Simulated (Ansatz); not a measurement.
K2S (Fm-3m): elasticity against pressure

```xyz
3
Lattice="0.0000 3.6679 3.6679 3.6679 0.0000 3.6679 3.6679 3.6679 0.0000" Properties=species:S:1:pos:R:3 pbc="T T T"
K     1.8340    1.8340    1.8340
K     5.5019    5.5019    5.5019
S     0.0000    0.0000    0.0000
```

This is the zero-pressure cell. At each pressure cell and atoms are relaxed in this structure, and the constants are slopes of the stress at strains of ±0.005 with relaxed ions (the coefficients that govern stability under load). Level: PBEsol, PAW on Ansatz 0.2.0's default frozen-core files (fitted under PBE), scalar-relativistic; k mesh 6×6×6, strains of ±0.005, fixed occupations, cutoff 420 eV. P is the pressure of the relaxed cell, less that of this one.

```
P (GPa)    V/V₀  C11 (GPa)  C12 (GPa)  C44 (GPa)
   0.00  1.0000       36.1       12.0        9.0
   1.02  0.9550       40.2       16.6        9.4
   1.99  0.9207       43.9       20.8        9.4
   3.98  0.8656       50.8       29.2        8.8
   6.99       ?          ?          ?          ?
   9.99  0.7610       68.6       53.2        3.9
  14.95  0.7063       81.3       72.1       -2.0
```

Question: Does the bulk modulus from the constants agree with the pressure-volume curve?

Answer: A third-order Birch-Murnaghan fit to the volumes shown (F against f, f = [(V₀/V)^(2/3) − 1]/2) gives B₀ = 20.1 GPa and B′ = 4.3. Its −V dP/dV stands beside (C11 + 2C12)/3:

| P (GPa) | from P(V) | from the constants |
| --- | --- | --- |
| 0.00 | 20.1 | 20.1 |
| 1.02 | 24.5 | 24.5 |
| 1.99 | 28.4 | 28.5 |
| 3.98 | 36.2 | 36.4 |
| 9.99 | 58.5 | 58.3 |
| 14.95 | 76.2 | 75.2 |

Question: What are the pressure derivatives at zero pressure?

Answer: Slopes at V₀ of quadratic fits in −ln(V/V₀) through the first four rows shown, divided by B₀: dC11/dP = 4.2, dC12/dP = 4.4, dC44/dP = 0.7. The mean slopes up to 2.0 GPa are 3.9, 4.4, 0.2; curvature and scatter of the constants part the two. The combination (dC11/dP + 2 dC12/dP)/3 = 4.3 stands against B′.

Question: Fill the row at 6.99 GPa.

Answer: Cubic fits in −ln(V/V₀) through all rows shown give C11 = 60.1, C12 = 41.5, C44 = 6.8 GPa. Computed: V/V₀ = 0.8055, C11 (GPa) = 60.1, C12 (GPa) = 41.4, C44 (GPa) = 6.8.

Question: Does a shear stiffness soften?

Answer: C44 goes from 9.0 to -2.0 GPa, through a maximum of 9.4 near 2 GPa; (C11 − C12)/2 goes from 12.0 to 4.6 GPa. The lattice turns mechanically unstable between 10.0 and 15.0 GPa, where the matrix gains a negative eigenvalue.

Known limits: no other phase was computed; many crystals of this kind change structure within this range, and rows or crossings beyond such a change describe a metastable lattice; frozen-core PAW files fitted under PBE, their cores solved anew for the functional of the run; phonons weren't checked at these pressures.
